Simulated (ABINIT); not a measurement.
Runs of ABINIT 10.8.3 (patched build) on BN. The structure is cubic, space group F-43m (No. 216). Conventional cell: a = 3.626 Å, b = 3.626 Å, c = 3.626 Å, α = 90.00°, β = 90.00°, γ = 90.00°. Around N (site symmetry -43m) lie 4 B at 1.57 Å. B (site symmetry -43m) is surrounded by 4 N at 1.57 Å. The cell is a database's computed one.

```csv
task,level,potentials or basis,cell,k mesh,cutoff (eV),dispersion computed by,fine-grid cutoff,gap on the mesh (eV),pressure (GPa),V0 of scaled cells (Å³/atom),B0 (GPa)
equation of state,revPBE+D4,JTH PAW PBE v2.0,as given,13 × 13 × 13,707,dftd4 4.3.1,1306.15 eV,-,-,5.81,397
equation of state,LDA,PseudoDojo NC SR LDA v0.4.1 standard,as given,13 × 13 × 13,1143,-,-,-,-,(a),400
single point,PBE,JTH PAW PBE v2.0,"atoms moved at random, drawn with an rms of 0.05 Å",13 × 13 × 13,707,-,1306.15 eV,3.88,1.8,-,-
band structure,PBEsol,JTH PAW PBE v2.0,as given,13 × 13 × 13,707,-,1306.15 eV,4.34,-6.1,-,-
equation of state,PBEsol,JTH PAW PBE v2.0,as given,13 × 13 × 13,707,-,1306.15 eV,-,-,5.87,386
band structure,PBE,JTH PAW PBE v2.0,as given,13 × 13 × 13,707,-,1306.15 eV,4.52,-0.4,-,-
single point,PBE,JTH PAW PBE v2.0,as given,13 × 13 × 13,707,-,1306.15 eV,4.52,-0.4,-,-
equation of state,PBE,JTH PAW PBE v2.0,as given,13 × 13 × 13,707,-,1306.15 eV,-,-,5.95,372
single point,PBEsol,JTH PAW PBE v2.0,as given,8 × 8 × 8,707,-,1306.15 eV,4.26,-6.1,-,-
band structure,r2SCAN,JTH PAW PBE v2.0,as given,13 × 13 × 13,844,-,1442.2 eV,(b),-2.6,-,-
equation of state,BP86+D2,JTH PAW PBE v2.0,as given,13 × 13 × 13,707,-,1306.15 eV,-,-,5.90,384
```

Alike in all rows: no spin polarisation; smearing fermi-dirac 0.05 eV.

Problem. Fill in the values left out.

Solution. (a) 5.74; (b) 5.02.

Caveats: the PAW data sets were made with another functional, which shifts forces and pressure a little (some runs); pressures at fixed basis lie under the slope of the energies (some runs); the atomic spheres overlap (some runs); an odd mesh through Γ misses points on the zone boundary, where band edges often lie (some runs).
